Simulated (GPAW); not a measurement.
# ZnO (zincite) (P6_3mc) in GPAW: notebook, part 2 of 2

GPAW 26.7.0. Earlier steps stand in the parts before.

### Step 3. Relaxation of cell and atoms, PBEsol+D4

run.py reads:

```python
from ase.calculators.mixing import SumCalculator
from ase.filters import FrechetCellFilter
from ase.io import read, write
from ase.optimize import FIRE
from dftd4.ase import DFTD4
from gpaw import GPAW, PW, setup_paths

setup_paths.insert(0, '.')

atoms = read('ZnO.cif')

calc = GPAW(mode=PW(800),
            xc='PBEsol',
            kpts={'size': (6, 6, 3), 'gamma': True},
            occupations={'name': 'fermi-dirac', 'width': 0.05},
            nbands=31,
            convergence={'density': 1e-05, 'energy': 1e-05},
            maxiter=150,
            txt='gpaw.txt')
atoms.calc = SumCalculator([calc, DFTD4(method='pbesol')])
opt = FIRE(FrechetCellFilter(atoms), trajectory='relax.traj', logfile='-')
done = opt.run(fmax=0.01, steps=40)
calc.write('gs.gpw')
write('result.traj', atoms)
print('Converged:', done)
print('Cell:', atoms.cell.cellpar().round(4))
print('Volume:', round(atoms.get_volume(), 4))
print(atoms.get_scaled_positions().round(5))
```

ZnO.cif reads:

```cif
data_ZnO
_cell_length_a 3.24930800
_cell_length_b 3.24930800
_cell_length_c 5.20570900
_cell_angle_alpha 90.00000000
_cell_angle_beta 90.00000000
_cell_angle_gamma 120.00000000
_space_group_name_H-M_alt 'P1'
_space_group_name_Hall 'P 1'
_space_group_IT_number 1
loop_
_space_group_symop_operation_xyz
'x,y,z'
loop_
_atom_site_label
_atom_site_type_symbol
_atom_site_symmetry_multiplicity
_atom_site_Wyckoff_symbol
_atom_site_fract_x
_atom_site_fract_y
_atom_site_fract_z
_atom_site_occupancy
Zn1 Zn 1 a 0.6666666667 0.3333333333 0.0000000000 1
Zn2 Zn 1 a 0.3333333333 0.6666666667 0.5000000000 1
O1 O 1 a 0.3333333333 0.6666666667 0.8790100000 1
O2 O 1 a 0.6666666667 0.3333333333 0.3790100000 1
```

Potentials or basis: PAW data sets generated in the run's folder for this functional, pw.

The run is started by

```sh
> gpaw-setup -f PBEsol O Zn
> OMP_NUM_THREADS=1 python run.py
```

gpaw.txt:

```text
__  _  _
 | _ |_)|_||  |
 |__||  | ||/\| - 26.7.0

Input parameters:
  mode=PW(ecut=800.0),
  convergence={'density': 1e-05, 'energy': 1e-05},
  kpts=MonkhorstPack(size=(6, 6, 3), gamma=True),
  maxiter=150,
  nbands=31,
  occupations=Occupations(name='fermi-dirac', width=0.05),
  xc=XC(name='PBEsol')

Diagonalizing LCAO Hamiltonian
Converting LCAO to pw mode

        O

        Zn

           O

           Zn

Atoms  # Å, Bohr magnetons
|   | symbol |         x |        y |        z |    initial magnetic moments |
|---|--------|-----------|----------|----------|-----------------------------|
| 0 |     Zn |  1.624654 | 0.937994 | 0.000000 | ( 0.0000,  0.0000,  0.0000) |
| 1 |     Zn | -0.000000 | 1.875989 | 2.602854 | ( 0.0000,  0.0000,  0.0000) |
| 2 |      O | -0.000000 | 1.875989 | 4.575870 | ( 0.0000,  0.0000,  0.0000) |
| 3 |      O |  1.624654 | 0.937994 | 1.973016 | ( 0.0000,  0.0000,  0.0000) |

Unit cell  # Å
| periodic |         x |        y |        z |  lengths |     angles |
|----------|-----------|----------|----------|----------|------------|
|      yes |  3.249308 | 0.000000 | 0.000000 | 3.249308 |  90.000000 |
|      yes | -1.624654 | 2.813983 | 0.000000 | 3.249308 |  90.000000 |
|      yes |  0.000000 | 0.000000 | 5.205709 | 5.205709 | 120.000000 |

Number of symmetries: 6
Symmetry operations  # r_c * U_cc + t_c -> r_c
|   | kind |            matrix            |
|---|------|------------------------------|
| 0 |  σ   |  1, 1, 0,  0,-1, 0,  0, 0, 1 |
| 1 |  E   |  1, 0, 0,  0, 1, 0,  0, 0, 1 |
| 2 |  C3  |  0, 1, 0, -1,-1, 0,  0, 0, 1 |
| 3 |  σ   |  0,-1, 0, -1, 0, 0,  0, 0, 1 |
| 4 |  σ   | -1, 0, 0,  1, 1, 0,  0, 0, 1 |
| 5 |  C3  | -1,-1, 0,  1, 0, 0,  0, 0, 1 |

BZ-sampling:
  Number of BZ points: 108
  Number of IBZ points: 17

  Monkhorst-Pack size: [6, 6, 3]
  Monkhorst-Pack shift: [0.08333333333333333, 0.08333333333333333, 0.0]
[... 220 lines left out ...]
Unit cell  # Å
| periodic |         x |         y |         z |  lengths |     angles |
|----------|-----------|-----------|-----------|----------|------------|
|      yes |  3.246904 | -0.000000 | -0.000000 | 3.246904 |  90.000000 |
|      yes | -1.623452 |  2.811902 | -0.000000 | 3.246904 |  90.000000 |
|      yes | -0.000000 | -0.000000 |  5.203418 | 5.203418 | 120.000000 |

Number of symmetries: 6
Symmetry operations  # r_c * U_cc + t_c -> r_c
|   | kind |            matrix            |
|---|------|------------------------------|
| 0 |  σ   |  1, 1, 0,  0,-1, 0,  0, 0, 1 |
| 1 |  E   |  1, 0, 0,  0, 1, 0,  0, 0, 1 |
| 2 |  C3  |  0, 1, 0, -1,-1, 0,  0, 0, 1 |
| 3 |  σ   |  0,-1, 0, -1, 0, 0,  0, 0, 1 |
| 4 |  σ   | -1, 0, 0,  1, 1, 0,  0, 0, 1 |
| 5 |  C3  | -1,-1, 0,  1, 0, 0,  0, 0, 1 |

BZ-sampling:
  Number of BZ points: 108
  Number of IBZ points: 17

  Monkhorst-Pack size: [6, 6, 3]
  Monkhorst-Pack shift: [0.08333333333333333, 0.08333333333333333, 0.0]
[... 190 lines left out ...]
Forces  # eV/Ang
|        x |        y |        z |
|----------|----------|----------|
|  0.00000 |  0.00000 | -0.05331 |  # Zn   0
|  0.00000 |  0.00000 | -0.05344 |  # Zn   1
|  0.00000 | -0.00000 |  0.05234 |  # O    2
| -0.00000 |  0.00000 |  0.05241 |  # O    3

Diagonalizing LCAO Hamiltonian
Converting LCAO to pw mode

        O

        Zn

           O

           Zn

Atoms  # Å, Bohr magnetons
|   | symbol |         x |        y |         z |    initial magnetic moments |
|---|--------|-----------|----------|-----------|-----------------------------|
| 0 |     Zn |  1.621146 | 0.935969 | -0.001807 | ( 0.0000,  0.0000,  0.0000) |
| 1 |     Zn | -0.000000 | 1.871939 |  2.597674 | ( 0.0000,  0.0000,  0.0000) |
| 2 |      O | -0.000000 | 1.871939 |  4.571747 | ( 0.0000,  0.0000,  0.0000) |
| 3 |      O |  1.621146 | 0.935969 |  1.972263 | ( 0.0000,  0.0000,  0.0000) |
[... 233 lines left out ...]
Atoms  # Å, Bohr magnetons
|   | symbol |        x |        y |         z |    initial magnetic moments |
|---|--------|----------|----------|-----------|-----------------------------|
| 0 |     Zn | 1.617926 | 0.934110 | -0.003283 | ( 0.0000,  0.0000,  0.0000) |
| 1 |     Zn | 0.000000 | 1.868220 |  2.593027 | ( 0.0000,  0.0000,  0.0000) |
| 2 |      O | 0.000000 | 1.868220 |  4.567646 | ( 0.0000,  0.0000,  0.0000) |
| 3 |      O | 1.617926 | 0.934110 |  1.971331 | ( 0.0000,  0.0000,  0.0000) |

Unit cell  # Å
| periodic |         x |        y |         z |  lengths |     angles |
|----------|-----------|----------|-----------|----------|------------|
|      yes |  3.235853 | 0.000000 | -0.000000 | 3.235853 |  90.000000 |
|      yes | -1.617926 | 2.802331 |  0.000000 | 3.235853 |  90.000000 |
|      yes | -0.000000 | 0.000000 |  5.192638 | 5.192638 | 119.999999 |

Number of symmetries: 2
Symmetry operations  # r_c * U_cc + t_c -> r_c
|   | kind |            matrix            |
|---|------|------------------------------|
| 0 |  E   |  1, 0, 0,  0, 1, 0,  0, 0, 1 |
| 1 |  σ   |  0,-1, 0, -1, 0, 0,  0, 0, 1 |
[... 3959 lines left out ...]
Gap: 0.719 eV
Transition (v -> c):
  (s=0, k=0, n=17, [0.00, 0.00, 0.00]) -> (s=0, k=0, n=18, [0.00, 0.00, 0.00])
No difference between direct/indirect transitions

Stress tensor  # eV/Ang^3
|         x |         y |         z |
|-----------|-----------|-----------|
| -0.011731 |  0.000002 |  0.000000 |
|  0.000002 | -0.011729 | -0.000000 |
|  0.000000 | -0.0000
[... cut ...]
 |                                            |            |
|  33 | (  0.50000000,   0.50000000,   0.33333333) | 0.01851852 |

Plane wave coefficients: 2430
Cutoff: 800.0 eV

Spin-components: 1 (collinear spins)
Bands:           31
Projectors:      22
Spin-degeneracy: 2
Datatype:        complex128
[... 1579 lines left out ...]
Forces  # eV/Ang
|        x |        y |        z |
|----------|----------|----------|
| -0.00001 |  0.00000 |  0.00672 |  # Zn   0
|  0.00001 | -0.00000 |  0.00672 |  # Zn   1
|  0.00001 | -0.00000 | -0.00665 |  # O    2
| -0.00001 |  0.00000 | -0.00664 |  # O    3

# Writing to gs.gpw (mode='')
```

stdout:

```text
Step          Energy          fmax
FIRE:    0      -20.594074        0.296021
FIRE:    1      -20.596145        0.272355
FIRE:    2      -20.599582        0.226418
FIRE:    3      -20.603290        0.161648
FIRE:    4      -20.605911        0.083460
FIRE:    5      -20.606688        0.038487
[... 20 lines left out ...]
FIRE:   26      -20.607220        0.010541
FIRE:   27      -20.607223        0.008831
Converged: True
Cell: [  3.2184   3.2184   5.1782  90.      90.     120.    ]
Volume: 46.4519
[[0.66667 0.33333 0.9995 ]
 [0.33333 0.66667 0.49949]
 [0.33333 0.66667 0.87951]
 [0.66667 0.33333 0.37951]]
```

Wall time 5.8 min (1 thread of AMD EPYC 9R45 (Zen 5), shared host); peak memory 0.39 GiB.

What came out:

* Free energy: -20.6072 eV
* Relaxed volume: 11.61 Å³/atom
* Relaxed cell: a = 3.218 Å, b = 3.218 Å, c = 5.178 Å, α = 90.00°, β = 90.00°, γ = 120.00°
* Space group after relaxing (to 0.05 Å): P6_3mc (No. 186)
* Energy gained by relaxing: 3.3 meV/atom
* Ionic steps: 28
* Pressure after relaxing: 0.0 GPa
* Largest force after relaxing: 0.006 eV/Å
* Band gap on the k mesh: 0.72 eV, direct
* Dispersion energy per atom: -0.139 eV

Forces in eV/Å, atoms in the order of the input:
```
Zn   0.000  0.000  0.006
Zn   0.000  0.000  0.006
O    0.000  0.000 -0.006
O    0.000  0.000 -0.006
```

Step by step:
| step | energy change (eV) | largest force (eV/Å) | pressure (GPa) | volume (Å³) |
| --- | --- | --- | --- | --- |
| 1 | 0.0000 | 0.0640 | -3.45 | 47.60 |
| 2 | -0.0021 | 0.0540 | -3.19 | 47.51 |
| 3 | -0.0055 | 0.0343 | -2.69 | 47.33 |
| 4 | -0.0092 | 0.0093 | -1.97 | 47.09 |
| 5 | -0.0118 | 0.0180 | -1.07 | 46.79 |
| 6 | -0.0126 | 0.0387 | -0.06 | 46.47 |
| 7 | -0.0126 | 0.0372 | -0.06 | 46.47 |
| 8 | -0.0127 | 0.0346 | -0.05 | 46.47 |
| 9 | -0.0127 | 0.0308 | -0.05 | 46.47 |
| 10 | -0.0127 | 0.0259 | -0.05 | 46.47 |
| 11 | -0.0128 | 0.0203 | -0.04 | 46.46 |
| 12 | -0.0128 | 0.0140 | -0.04 | 46.46 |
| 13 | -0.0128 | 0.0076 | -0.03 | 46.46 |
| 14 | -0.0128 | 0.0005 | -0.02 | 46.46 |
| 15 | -0.0128 | 0.0070 | -0.01 | 46.45 |
| 16 | -0.0128 | 0.0060 | -0.01 | 46.45 |
| 17 | -0.0131 | 0.0057 | -0.01 | 46.45 |
| 18 | -0.0131 | 0.0052 | -0.01 | 46.45 |
| 19 | -0.0131 | 0.0047 | -0.01 | 46.45 |
| 20 | -0.0131 | 0.0040 | -0.01 | 46.45 |
| 21 | -0.0131 | 0.0032 | 0.00 | 46.45 |
| 22 | -0.0131 | 0.0023 | 0.00 | 46.45 |
| 23 | -0.0131 | 0.0013 | 0.00 | 46.45 |
| 24 | -0.0131 | 0.0001 | 0.00 | 46.45 |
| 25 | -0.0131 | 0.0014 | 0.00 | 46.45 |
| 26 | -0.0131 | 0.0029 | 0.00 | 46.45 |
| 27 | -0.0131 | 0.0044 | 0.00 | 46.45 |
| 28 | -0.0131 | 0.0058 | 0.00 | 46.45 |

Final structure:
```xyz
4
Lattice="3.2184 0.0000 0.0000 -1.6092 2.7873 0.0000 0.0000 0.0000 5.1782" Properties=species:S:1:pos:R:3 pbc="T T T"
Zn    1.6092    0.9291   -0.0026
Zn    0.0000    1.8582    2.5865
O     0.0000    1.8582    4.5543
O     1.6092    0.9291    1.9652
```

Levels at points of the mesh, in eV from the valence-band top:
```
           k point  band 16  band 17  band 18  band 19  band 20  band 21
(0.00, 0.00, 0.00)    -0.10     0.00     0.00     0.72     5.20     8.17
(0.50, 0.00, 0.00)    -2.37    -1.34    -0.88     5.79     6.74     7.47
(0.50, 0.50, 0.00)    -2.37    -1.34    -0.88     5.79     6.74     7.47
```

Caveat: the k mesh is coarse; later steps reuse the first step's grids.
